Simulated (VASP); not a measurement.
Set up this calculation in VASP 6.6.1, as the native input.

```yaml
Task: relaxation of cell and atoms
Functional: PBE
Potentials_or_basis: VASP PAW PBE potentials, release 64 (Nb_sv, C)
Cutoff: 600 eV
k_mesh: 16 × 16 × 16
Occupations: gaussian, width 0.1 eV
Spin: no spin polarisation
Further_INCAR_settings: ALGO = Fast; EDIFF = 1e-07; IBRION = 2; EDIFFG = -0.004; NSW = 80; ISIF = 3
```

The structure of NbC lies in POSCAR:

```
NbC
1.0
    0.0000000000      2.2345500000      2.2345500000
    2.2345500000      0.0000000000      2.2345500000
    2.2345500000      2.2345500000      0.0000000000
Nb C
1 1
Direct
    0.0000000000      0.0000000000      0.0000000000
    0.5000000000      0.5000000000      0.5000000000
```

One way to write it, as run:

INCAR

```
SYSTEM = NbC
ALGO = Fast
EDIFF = 1E-7
EDIFFG = -0.004
ENCUT = 600
GGA = PE
IBRION = 2
ISIF = 3
ISMEAR = 0
LASPH = .True.
LCHARG = .False.
LREAL = .False.
LWAVE = .False.
NELM = 100
NSW = 80
PREC = Accurate
SIGMA = 0.1
```

KPOINTS

```
k-points
0
Gamma
  16 16 16
  0 0 0
```

Potentials or basis: VASP PAW PBE potentials, release 64 (Nb_sv, C).

Launch:

```sh
$ cat potpaw_PBE.64/Nb_sv/POTCAR potpaw_PBE.64/C/POTCAR > POTCAR
$ mpirun -np 1 vasp_std > vasp.out
```

Results of the run:

* Relaxed volume: 11.26 Å³/atom
* Relaxed cell: a = 3.169 Å, b = 3.169 Å, c = 3.169 Å, α = 60.00°, β = 60.00°, γ = 60.00°
* Space group after relaxing (to 0.05 Å): Fm-3m (No. 225)
* Energy gained by relaxing: 0.8 meV/atom
* Ionic steps: 3
* Pressure after relaxing: 0.0 GPa
* Band gap on the k mesh: none (metal or under the smearing width)

Run time: 5 min on 1 thread of AMD EPYC 9R45 (Zen 5), on a shared host, peak memory 0.17 GiB.
